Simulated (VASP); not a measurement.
# CdSe in VASP: one cell, several levels of theory

CdSe built on the zincblende prototype, under +2.0 % equal strain in all directions is computed at one geometry. Runs: PBE, r2SCAN.

The runs shown are made with VASP 6.6.1. PAW datasets, plane waves. No spin polarisation and no zero-point or thermal motion.

## 1. Starting point

The cell comes from an earlier relaxation with r2SCAN in another program.

Space group F-43m (No. 216), cubic; a = 6.258 Å in the conventional setting, 30.64 Å³ an atom. Near Cd stand 4 Se at 2.71 Å; near Se stand 4 Cd at 2.71 Å.

Structure file:

```
CELL_PARAMETERS angstrom
0.00000 3.12914 3.12914
3.12914 0.00000 3.12914
3.12914 3.12914 0.00000
ATOMIC_POSITIONS crystal
Cd 0.00000 0.00000 0.00000
Se 0.25000 0.25000 0.25000
```

## 2. PBE

The input, INCAR:

```
ENCUT = 520.000000
SIGMA = 0.020000
EDIFF = 1.00e-07
GGA = PE
PREC = Accurate
IBRION = -1
ISIF = 2
ISMEAR = -1
NBANDS = 16
NELM = 120
NSW = 0
LASPH = .TRUE.
LCHARG = .TRUE.
LELF = .TRUE.
LWAVE = .FALSE.
LREAL = .FALSE.
```

The input, KPOINTS:

```
KPOINTS created by Atomic Simulation Environment
0
Gamma
8 8 8
0 0 0
```

The input, KPOINTS_OPT:

```
special points
6
Reciprocal
0.0000000000 0.0000000000 0.0000000000 1
-0.5000000000 -0.5000000000 0.0000000000 1
-0.3750000000 -0.3750000000 0.2500000000 1
-0.3750000000 0.0000000000 0.3750000000 1
0.0000000000 0.0000000000 0.5000000000 1
-0.5000000000 -0.2500000000 0.2500000000 1
```

The input, POSCAR:

```
Cd Se
 1.0000000000000000
     0.0000000000000000    3.1291365846999999    3.1291365846999999
     3.1291365846999999    0.0000000000000000    3.1291365846999999
     3.1291365846999999    3.1291365846999999    0.0000000000000000
 Cd  Se
   1   1
Cartesian
  0.0000000000000000  0.0000000000000000  0.0000000000000000
  1.5645682923499997  1.5645682923499997  1.5645682923499997
```

Potentials: the recommended PBE PAW datasets, 18 valence electrons in the neutral cell.

Command:

```bash
$ mpirun -np 1 vasp_std
```

Standard output, without the iteration lines:

```text
POSCAR found type information on POSCAR CdSe
 POSCAR found :  2 types and       2 ions
 LDA part: xc-table for (Slater+PW92), standard interpolation
 POSCAR, INCAR and KPOINTS ok, starting setup
 FFT: planning ... GRIDC
 FFT: planning ... GRID_SOFT
 FFT: planning ... GRID
 WAVECAR not read
 entering main loop
 Start KPOINTS_OPT (optional k-point list driver)
k-point batch [1-6\6]
```

OSZICAR:

```text
N       E                     dE             d eps       ncg     rms          rms(c)
DAV:   1     0.105503277850E+03    0.10550E+03   -0.86909E+03   936   0.999E+02
DAV:   2    -0.180526263607E+01   -0.10731E+03   -0.10179E+03  1112   0.245E+02
DAV:   3    -0.586920178618E+01   -0.40639E+01   -0.40569E+01  1104   0.495E+01
DAV:   4    -0.588593279515E+01   -0.16731E-01   -0.16730E-01  1176   0.325E+00
DAV:   5    -0.588604169952E+01   -0.10890E-03   -0.10890E-03  1160   0.228E-01    0.520E+00
DAV:   6    -0.551342759436E+01    0.37261E+00   -0.57455E-01  1384   0.838E+00    0.425E+00
DAV:   7    -0.549339825731E+01    0.20029E-01   -0.12996E-01  1056   0.238E+00    0.190E+00
DAV:   8    -0.549427037462E+01   -0.87212E-03   -0.11483E-02  1072   0.125E+00    0.233E-01
DAV:   9    -0.549451799442E+01   -0.24762E-03   -0.12934E-03  1112   0.423E-01    0.519E-02
DAV:  10    -0.549459189983E+01   -0.73905E-04   -0.14021E-04  1168   0.140E-01    0.456E-02
DAV:  11    -0.549464594672E+01   -0.54047E-04   -0.85445E-05  1136   0.567E-02    0.179E-02
DAV:  12    -0.549464579864E+01    0.14808E-06   -0.10862E-06  1096   0.972E-03    0.107E-02
DAV:  13    -0.549464648837E+01   -0.68973E-06   -0.21033E-06  1144   0.770E-03    0.386E-03
DAV:  14    -0.549464653149E+01   -0.43121E-07   -0.70687E-08   952   0.188E-03
   1 F= -.54946465E+01 E0= -.54946465E+01  d E =-.683752E-07
       N       E                     dE             ncg
DAV:   1     0.871655507652E+03   -0.28860E+04      200
DAV:   2     0.242253306916E+03   -0.62940E+03      240
DAV:   3     0.218746266849E+03   -0.23507E+02      216
DAV:   4     0.218642956413E+03   -0.10331E+00      264
DAV:   5     0.218642293597E+03   -0.66282E-03      216
DAV:   6     0.218642285063E+03   -0.85334E-05      280
DAV:   7     0.218642284926E+03   -0.13727E-06      232
DAV:   8     0.218642284924E+03   -0.23909E-08      232
```

The lines after F= are the extra pass for the points of KPOINTS_OPT, at fixed density; their E is not a total energy.

OUTCAR, selected sections:

```text
k-points           NKPTS =     29   k-points in BZ     NKDIM =     29   number of bands    NBANDS=     16

   NELECT =      18.0000    total number of electrons

   dimension x,y,z NGX =    36 NGY =   36 NGZ =   36
   dimension x,y,z NGXF=    72 NGYF=   72 NGZF=   72

  energy-cutoff  :      520.00
  volume of cell :       61.28
      direct lattice vectors                 reciprocal lattice vectors
     0.000000000  3.129136585  3.129136585    -0.159788487  0.159788487  0.159788487
     3.129136585  0.000000000  3.129136585     0.159788487 -0.159788487  0.159788487
     3.129136585  3.129136585  0.000000000     0.159788487  0.159788487 -0.159788487

 k-points in reciprocal lattice and weights: KPOINTS created by Atomic Simulation Env
   0.00000000  0.00000000  0.00000000       0.002
   0.12500000  0.00000000  0.00000000       0.016
   0.25000000  0.00000000  0.00000000       0.016
   0.37500000  0.00000000  0.00000000       0.016
   0.50000000  0.00000000  0.00000000       0.008
   0.12500000  0.12500000  0.00000000       0.012
   0.25000000  0.12500000  0.00000000       0.047
   0.37500000  0.12500000  0.00000000       0.047
[... 21 more k-points ...]

 E-fermi :   0.5268

 k-point     1 :       0.0000    0.0000    0.0000
  band No.  band energies     occupation
      1     -11.8507      2.00000
      2      -7.3852      2.00000
      3      -7.3852      2.00000
      4      -7.3852      2.00000
      5      -7.0954      2.00000
      6      -7.0954      2.00000
      7       0.3001      1.99998
      8       0.3001      1.99998
      9       0.3001      1.99998
     10       0.7309      0.00007
     11       6.2192      0.00000
     12       6.2192      0.00000
     13       6.2192      0.00000
     14       9.7378      0.00000
     15      11.2000      0.00000
     16      11.2000      0.00000

 k-point     2 :       0.1250    0.0000    0.0000
  band No.  band energies     occupation
      1     -11.8071      2.00000
      2      -7.3717      2.00000
      3      -7.3717      2.00000
      4      -7.3421      2.00000
      5      -7.0960      2.00000
      6      -7.0960      2.00000
      7      -0.8541      2.00000
      8       0.1947      2.00000
      9       0.1947      2.00000
     10       1.7259      0.00000
     11       5.9861      0.00000
     12       6.4000      0.00000
     13       6.4000      0.00000
     14      10.4664      0.00000
     15      10.5000      0.00000
     16      10.5000      0.00000

 k-point     3 :       0.2500    0.0000    0.0000
  band No.  band energies     occupation
      1     -11.7007      2.00000
      2      -7.3424      2.00000
      3      -7.3424      2.00000
      4      -7.2034      2.00000
      5      -7.0935      2.00000
      6      -7.0935      2.00000
      7      -2.1557      2.00000
      8      -0.0397      2.00000
      9      -0.0397      2.00000
     10       2.4305      0.00000
     11       6.1264      0.00000
     12       6.6914      0.00000
     13       6.6914      0.00000
     14      10.2605      0.00000
     15      10.2605      0.00000
     16      10.2856      0.00000

 k-point     4 :       0.3750    0.0000    0.0000
  band No.  band energies     occupation
      1     -11.5934      2.00000
      2      -7.3190      2.00000
      3      -7.3190      2.00000
      4      -7.0838      2.00000
      5      -7.0838      2.00000
      6      -6.9882      2.00000
      7      -3.1915      2.00000
      8      -0.2523      2.00000
      9      -0.2523      2.00000
     10       2.5838      0.00000
     11       6.7440      0.00000
     12       6.7440      0.00000
     13       6.9559      0.00000
     14       9.9715      0.00000
     15      11.0566      0.00000
     16      11.0566      0.00000

 k-point     5 :       0.5000    0.0000    0.0000
  band No.  band energies     occupation
      1     -11.5488      2.00000
      2      -7.3115      2.00000
      3      -7.3115      2.00000
      4      -7.0772      2.00000
      5      -7.0772      2.00000
      6      -6.8603      2.00000
      7      -3.6159      2.00000
      8      -0.3353      2.00000
      9      -0.3353      2.00000
     10       2.5766      0.00000
     11       6.7096      0.00000
     12       6.7096      0.00000
     13       7.4573      0.00000
     14      10.1123      0.00000
     15      12.1491      0.00000
     16      12.1491      0.00000

 k-point     6 :       0.1250    0.1250    0.0000
  band No.  band energies     occupation
      1     -11.7926      2.00000
      2      -7.3586      2.00000
      3      -7.3586      2.00000
      4      -7.3453      2.00000
      5      -7.1038      2.00000
      6      -7.0889      2.00000
      7      -0.9091      2.00000
      8       0.0159      2.00000
      9       0.0159      2.00000
     10       2.0566      0.00000
     11       5.5482      0.00000
     12       6.6605      0.00000
     13       6.6605      0.00000
     14       9.4396      0.00000
     15      10.8888      0.00000
     16      11.3366      0.00000

 k-point     7 :       0.2500    0.1250    0.0000
  band No.  band energies     occupation
      1     -11.7074      2.00000
      2      -7.3380      2.00000
      3      -7.3273      2.00000
      4      -7.2455      2.00000
      5      -7.1043      2.00000
      6      -7.0825      2.00000
      7      -1.8642      2.00000
      8      -0.2570      2.00000
      9      -0.2291      2.00000
     10       2.8014      0.00000
     11       5.3260      0.00000
     12       6.9152      0.00000
     13       7.0790      0.00000
     14       9.0458      0.00000
     15      11.1482      0.00000
     16      11.5099      0.00000

 k-point     8 :       0.3750    0.1250    0.0000
  band No.  band energies     occupation
      1     -11.6006      2.00000
      2      -7.3152      2.00000
      3      -7.3008      2.00000
      4      -7.1257      2.00000
      5      -7.0754      2.00000
      6      -7.0191      2.00000
      7      -2.8823      2.00000
      8      -0.5492      2.00000
      9      -0.4593      2.00000
     10       3.1435      0.00000
     11       5.8244      0.00000
     12       6.8934      0.00000
     13       7.2094      0.00000
     14       9.7663      0.00000
     15      11.1792      0.00000
     16      11.6332      0.00000

 k-point     9 :       0.5000    0.1250    0.0000
  band No.  band energies     occupation
      1     -11.5354      2.00000
      2      -7.3027      2.00000
      3      -7.2920      2.00000
      4      -7.0969      2.00000
      5      -7.0753      2.00000
      6      -6.8502      2.00000
      7      -3.4922      2.00000
      8      -0.8109      2.00000
      9      -0.4934      2.00000
     10       3.1778      0.00000
     11       6.1434      0.00000
     12       7.0829      0.00000
     13       7.4226      0.00000
     14      10.3732      0.00000
     15      11.4926      0.00000
     16      12.2049      0.00000

 k-point    10 :      -0.3750    0.1250    0.0000
  band No.  band energies     occupation
      1     -11.5501      2.00000
      2      -7.3018      2.00000
      3      -7.3004      2.00000
      4      -7.0887      2.00000
      5      -7.0877      2.00000
      6      -6.8908      2.00000
      7      -3.3561      2.00000
      8      -0.8886      2.00000
      9      -0.3458      2.00000
     10       3.1781      0.00000
     11       6.2964      0.00000
     12       6.9651      0.00000
     13       7.1740      0.00000
     14      10.7143      0.00000
     15      10.7471      0.00000
     16      11.9406      0.00000

 k-point    11 :      -0.2500    0.1250    0.0000
  band No.  band energies     occupation
      1     -11.6361      2.00000
      2      -7.3253      2.00000
      3      -7.3141      2.00000
      4      -7.1288      2.00000
      5      -7.1025      2.00000
      6      -7.0582      2.00000
      7      -2.5735      2.00000
      8      -0.7214      2.00000
      9      -0.0853      2.00000
     10       3.0525      0.00000
     11       6.0777      0.00000
     12       6.6848      0.00000
     13       6.8319      0.00000
     14       9.7143      0.00000
     15      10.7780      0.00000
     16      11.6576      0.00000

 k-point    12 :      -0.1250    0.1250    0.0000
  band No.  band energies     occupation
      1     -11.7426      2.00000
      2      -7.3566      2.00000
      3      -7.3419      2.00000
      4      -7.2747      2.00000
      5      -7.1033      2.00000
      6      -7.0874      2.00000
      7      -1.5814      2.00000
      8      -0.2923      2.00000
      9       0.1477      2.00000
     10       2.4514      0.00000
     11       5.7465      0.00000
     12       6.5403      0.00000
     13       6.7651      0.00000
     14       9.6989      0.00000
     15      10.3922      0.00000
     16      11.3838      0.00000

[... the tables of k-points 13 to 29 left out ...]

  Total       -0.3969255     -0.3969255     -0.3969255      0.0000000     -0.0000000     -0.0000000
  in kB      -10.3780562    -10.3780562    -10.3780562      0.0000000     -0.0000000     -0.0000000
  external PRESSURE =     -10.3780562 kB  Pullay stress =       0.0000000 kB

 POSITION                                       TOTAL-FORCE (eV/Angst)
 -----------------------------------------------------------------------------------
      0.00000      0.00000      0.00000         0.000000      0.000000      0.000000
      1.56457      1.56457      1.56457        -0.000000     -0.000000     -0.000000
 -----------------------------------------------------------------------------------
    total drift:                               -0.000000     -0.000000     -0.000000

  FREE ENERGIE OF THE ION-ELECTRON SYSTEM (eV)
  ---------------------------------------------------
  free  energy   TOTEN  =        -5.4946465315 eV

  energy  without entropy=       -5.4946464631  energy(sigma->0) =       -5.49464650
```

It took 33 s on 1 MPI rank of Intel Xeon Platinum 8488C, shared host; peak memory 0.22 GiB.

The levels at the points of KPOINTS_OPT are read from vasprun.xml.

Band energies at the special points (eV, zero at the top of v, the last band that the electrons fill by count):

```csv
point,v−1,v,c,c+1
Γ,0.00,0.00,0.43,5.92
X,-1.58,-1.58,3.29,3.65
U,-2.17,-1.29,3.68,4.97
K,-2.17,-1.29,3.68,4.97
L,-0.64,-0.64,2.28,6.41
W,-1.93,-1.87,4.66,5.22
```

Gap with PBE: 0.43 eV, direct (Γ). Pressure: -1.04 GPa; the forces vanish within 0.01 eV/Å.

Axes a, b and c in the maps are those of this run's conventional cell (a, b, c = 6.258, 6.258, 6.258 Å).

Density in a lattice plane of the grid's cell (edges 6.26 and 6.26 Å, at 0.000 of the third edge), which holds Cd.

Ten even steps from '0' (0.01 e/Å³) to '9' (9.94 e/Å³):
```
753100000000000000000135
221000000000000000000012
000000000000000000000000
000000000000000000000000
000000000000000000000000
000000000000000000000000
000000000000000000000000
000000000012221000000000
000000000135753100000000
000000000147974100000000
000000000135753100000000
000000000012221000000000
000000000000000000000000
000000000000000000000000
000000000000000000000000
000000000000000000000000
000000000000000000000000
221000000000000000000012
753100000000000000000135
974100000000000000000147
```
Columns run along the first of these edges and rows up along the second, over one cell in 24 and 20 even steps from the bottom left corner. Atoms in the plane (fractional): Cd at (0.00, 0.00), Cd at (0.50, 0.50).

ELF in the same plane.

Values, 12 rows by 12 columns:
```
0.07 0.23 0.18 0.15 0.09 0.03 0.01 0.03 0.09 0.15 0.18 0.22
0.23 0.18 0.21 0.34 0.27 0.09 0.04 0.09 0.27 0.34 0.21 0.18
0.12 0.15 0.34 0.46 0.34 0.15 0.12 0.15 0.34 0.46 0.34 0.15
0.04 0.09 0.27 0.34 0.21 0.18 0.22 0.18 0.21 0.34 0.27 0.09
0.01 0.03 0.09 0.15 0.18 0.23 0.07 0.22 0.18 0.15 0.09 0.03
0.01 0.01 0.04 0.12 0.23 0.07 0.09 0.07 0.22 0.12 0.04 0.01
0.01 0.03 0.09 0.15 0.18 0.22 0.07 0.23 0.18 0.15 0.09 0.03
0.04 0.09 0.27 0.34 0.21 0.18 0.23 0.18 0.21 0.34 0.27 0.09
0.12 0.15 0.34 0.46 0.34 0.15 0.12 0.15 0.34 0.46 0.34 0.15
0.22 0.18 0.21 0.34 0.27 0.09 0.04 0.09 0.27 0.34 0.21 0.18
0.07 0.22 0.18 0.15 0.09 0.03 0.01 0.03 0.09 0.15 0.18 0.23
0.09 0.07 0.22 0.12 0.04 0.01 0.01 0.01 0.04 0.12 0.23 0.07
```
Columns run along the first of these edges and rows up along the second, over one cell in 12 and 12 even steps from the bottom left corner. Atoms in the plane (fractional): Cd at (0.00, 0.00), Cd at (0.50, 0.50).

Both are smooth fields of the valence electrons: close to the nuclei they are not physical.

The highest ELF values outside the cores: 0.88 in the shell around Se, 0.8 Å from Se.

(Part 1 of 2 ends here.)
